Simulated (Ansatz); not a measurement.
**AlN under changes of volume**

One of the cells (10.417 Å³/atom); the others are scaled copies at fixed shape and fractional positions:

```
Al N
1.0
     0.00000    2.18399    2.18399
     2.18399    0.00000    2.18399
     2.18399    2.18399    0.00000
Al N
1 1
Direct
  0.00000 0.00000 0.00000
  0.25000 0.25000 0.25000
```

Measurements of this composition are mostly on another form, of space group No. 186.

| Property | Result |
| --- | --- |
| Program | Ansatz 0.2.0 |
| Functional | PBEsol |
| Potentials or basis | Ansatz PAW |
| Cutoff | 420 eV (not typed: the program's choice for these potentials) |
| k mesh | 10 × 10 × 10 |
| Occupations | fermi-dirac, width 0.05 eV |
| Spin | no spin polarisation |

```tsv
volume (Å³/atom)	energy over the lowest point (meV/atom)	pressure (GPa)	gap on the mesh (eV)
9.792	?	?	?
10.001	14.94	10.4	3.21
10.209	4.49	5.7	3.21
10.417	0.00	1.3	3.20
10.626	0.82	-2.6	3.19
10.834	6.51	-6.1	3.18
11.042	16.64	-9.4	3.16
```

**Question.** What does the run at 9.792 Å³/atom give?

**Answer.** Energy over the lowest point 31.81 meV/atom; pressure 15.7 GPa; gap on the mesh 3.22 eV.

Worked out: A Birch-Murnaghan fit of order 3 (a polynomial in V^(-2/3)) to the other rows has its minimum at 10.49 Å³/atom with B0 = V·E''(V) = 201 GPa and B' = 3.9. It gives 31.96 meV/atom at 9.792 Å³/atom, against the run's 31.81, and -dE/dV = 15.7 GPa, against 15.7. A straight line through the other rows of the gap, of slope -0.503 eV per unit of ln V, extrapolates to 3.23 eV, against the run's 3.22.

Energies are extrapolated to zero smearing.

Caveats: the PAW data sets come from PBE, with cores solved anew for the run's functional, which leaves a small shift of forces and pressure.

A mesh can miss the band edges.
